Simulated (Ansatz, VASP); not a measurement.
Given: the input of a run of Ansatz 0.2.0 on P.

File input.yaml:

```yaml
crystal:
  lattice:
    - [1.725725178, 0.9963478961, 3.1296800121]
    - [-1.725725178, 0.9963478961, 3.1296800121]
    - [0.0, -1.9926957921, 3.1296800121]
  atoms:
    - { symbol: P, position: [0.773761, 0.784728, 0.750307] }
    - { symbol: P, position: [0.211005, 0.237246, 0.234796] }
hamiltonian:
  xc: lda
  pseudopotentials: { kind: paw }
kpoints:
  mp_grid: { grid: [9, 9, 9] }
scf:
  occupations: { method: gaussian, width: 0.05 }
output:
  forces: true
  stress: true
  eigenvalues: true
  efg: {}
```

Potentials or basis: Ansatz PAW.

The run is started by

```bash
$ ansatz run input.yaml --threads 1 --pin off --max-ram 3584MiB --backend cpu --events-out ev --progress --plain --runs-dir out
```

Task: Translate it to VASP 6.6.1. Potentials there: VASP PAW LDA potentials, release 64 (P_h).

Result: As run (the cutoff follows the program's own potentials):

INCAR

```
  PREC = Accurate
  ENCUT = 900
  EDIFF = 1E-8
  ISMEAR = 0
  SIGMA = 0.05
  LREAL = F
  LASPH = T
  NELM = 60
  ALGO = Normal
  ISIF = 2
  LWAVE = F
  LCHARG = F
  GGA = CA
  LEFG = T
```

The input KPOINTS:

```
Automatic mesh
0
Gamma
  9 9 9
```

File POSCAR:

```
P
1.0
    1.7257251780      0.9963478961      3.1296800121
   -1.7257251780      0.9963478961      3.1296800121
    0.0000000000     -1.9926957921      3.1296800121
P
2
Direct
    0.7737610000      0.7847280000      0.7503070000
    0.2110050000      0.2372460000      0.2347960000
```

Potentials or basis: VASP PAW LDA potentials, release 64 (P_h).

Run with:

```console
$ cat potpaw_LDA.64/P_h/POTCAR > POTCAR
$ mpirun -np 1 vasp_std > vasp.out
```

Both were run:

|  | VASP | Ansatz | Ansatz less VASP |
| --- | --- | --- | --- |
| gap on the k mesh at the Fermi level (eV) | none | none | - |
| pressure (GPa) | -3.8 | -3.9 | -0.01 |
| largest component of the traceless stress (GPa) | 1.49 | 1.50 | +0.006 |
| rms of the force components (eV/Å) | 0.234 | 0.234 | +0.0002 |
| Vzz of the field gradient on the site that differs most (V/Å²) | -23.2 | -23.5 | -0.23 |

Atom by atom the forces differ by 0.003 eV/Å (rms over components). A gap of «none» marks a metal or a gap that the smearing closes.

Caveats: the PAW data sets come from PBE, with cores solved anew for the run's functional, which leaves a small shift of forces and pressure (Ansatz).
